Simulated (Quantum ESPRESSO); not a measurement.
**Ag under changes of volume**

One of the cells (17.048 Å³/atom); the others are scaled copies at fixed shape and fractional positions:

```
Ag
1.0
     0.00000    2.04275    2.04275
     2.04275    0.00000    2.04275
     2.04275    2.04275    0.00000
Ag
1
Direct
  0.00000 0.00000 0.00000
```

```yaml
Program: Quantum ESPRESSO 7.5
Functional: PBE
Potentials_or_basis: JTH 2.0 PBE
Cutoff: 490 eV
Density_cutoff: 2939 eV
k_mesh: 11 × 11 × 11
Occupations: fermi-dirac, width 0.05 eV
Spin: no spin polarisation
```

```csv
volume (Å³/atom),energy over the lowest point (meV/atom),pressure (GPa)
16.025,?,?
16.366,40.60,10.0
16.707,22.58,7.1
17.048,10.32,4.6
17.389,3.00,2.5
17.730,0.00,0.6
18.071,0.72,-1.1
```

Question: What does the run at 16.025 Å³/atom give?

Answer: Energy over the lowest point 65.10 meV/atom; pressure 13.2 GPa.

Worked out: A Birch-Murnaghan fit of order 3 (a polynomial in V^(-2/3)) to the other rows has its minimum at 17.83 Å³/atom with B0 = V·E''(V) = 87 GPa and B' = 6.7. It gives 65.22 meV/atom at 16.025 Å³/atom, against the run's 65.10, and -dE/dV = 13.3 GPa, against 13.2.

Energies are extrapolated to zero smearing.

Caveats: the cutoff is low for these files, which shifts pressure and relaxed volume.
